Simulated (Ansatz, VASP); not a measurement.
# One calculation of Al, two programs

The input INCAR:

```
ALGO = Fast ; EDIFF = 1E-6
ENCUT = 520 ; GGA = PE
ISIF = 2 ; ISMEAR = 0
LASPH = T ; LCHARG = F
LREAL = F ; LWAVE = F
NBANDS = 8 ; NELM = 80
PREC = Accurate ; SIGMA = 0.15
```

File KPOINTS:

```
k-points
0
Gamma
  22 22 22
```

POSCAR

```
Al
1.0
   -1.5657997781      1.5657997781      1.8182067023
    1.5657997781     -1.5657997781      1.8182067023
    1.5657997781      1.5657997781     -1.8182067023
Al
1
Direct
    0.0000000000      0.0000000000      0.0000000000
```

Input for Ansatz:

```yaml
crystal:
  lattice:
    - [-1.5657997781, 1.5657997781, 1.8182067023]
    - [1.5657997781, -1.5657997781, 1.8182067023]
    - [1.5657997781, 1.5657997781, -1.8182067023]
  atoms:
    - { symbol: Al, position: [0.0, 0.0, 0.0] }
basis:
  ecutwfc: 420
kpoints:
  mp_grid: { grid: [22, 22, 22] }
hamiltonian:
  xc: pbe
scf:
  occupations: { method: gaussian, width: 0.15 }
output:
  forces: true
  stress: true
  eigenvalues: true
```

Alike in both runs: task single point; functional PBE; k mesh 22 × 22 × 22; occupations gaussian, width 0.15 eV; no spin polarisation.

|  | VASP | Ansatz |
| --- | --- | --- |
| version | VASP 6.6.1 | Ansatz 0.2.0 |
| potentials or method | VASP PAW PBE potentials, release 64 (Al) | scalar-relativistic, plane waves, PAW |
| plane-wave cutoff (eV) | 520 | 420 |
| valence electrons in the cell | 3 | 3 |

Ansatz gave:

| Property | Result |
| --- | --- |
| gap on the k mesh at the Fermi level (eV) | none |
| pressure (GPa) | -3.7 |
| largest component of the traceless stress (GPa) | 4.01 |

Q: What did VASP give for the same quantities?

A: gap on the k mesh at the Fermi level (eV): none; pressure (GPa): -3.7; largest component of the traceless stress (GPa): 4.02.

A gap of «none» marks a metal or a gap that the smearing closes.
